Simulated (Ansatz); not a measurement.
**HfN: enthalpy against pressure**

HfN, P6_3/mmc, a = 3.128 Å, c = 5.391 Å. This isn't the usual stable structure of the compound. Ansatz: PBEsol, PAW, 420 eV, Γ-centred 18×18×8 mesh on 4 atoms, Gaussian smearing 0.10 eV; no spin polarisation. Cell and atoms are relaxed at each pressure, and no other structure is tried, so the rows at high pressure may lie past a change of phase. y is the enthalpy over the state at zero pressure; there V0 = 11.418 Å³/atom. The pressures are the targets, met within 0.05 GPa.

| P (GPa) | y (eV/atom) |
| --- | --- |
| -2.0 | -0.1430 |
| 0.0 | 0.0000 |
| 2.0 | 0.1420 |
| 5.0 | 0.3532 |
| 10.0 | ? |
| 20.0 | 1.3795 |
| 40.0 | 2.6837 |

Fit y = c1 P + c2 P² + c3 P³ to the other rows, say what c1 and c2 mean, and predict the missing value.

Least squares on the rows shown. y = 0.071246 P − 0.00012323 P² + 4.8518×10⁻⁷ P³. Since dH/dP = V, c1 is V0: 0.071246 eV/GPa × 160.2 = 11.414 Å³ against 11.418; c2 = −V0/(2B0) gives B0 = 289 GPa, where a Birch–Murnaghan fit to the volumes of the same runs (not shown) gives 278 GPa. At P = 10.0 the fit asked for gives 0.7006 eV/atom. The run gave 0.7005 eV/atom, so the fit is 0.0001 eV/atom too high, a small miss on the scale of the series.

Spin–orbit coupling is left out, which can shift energies with elements as heavy as these.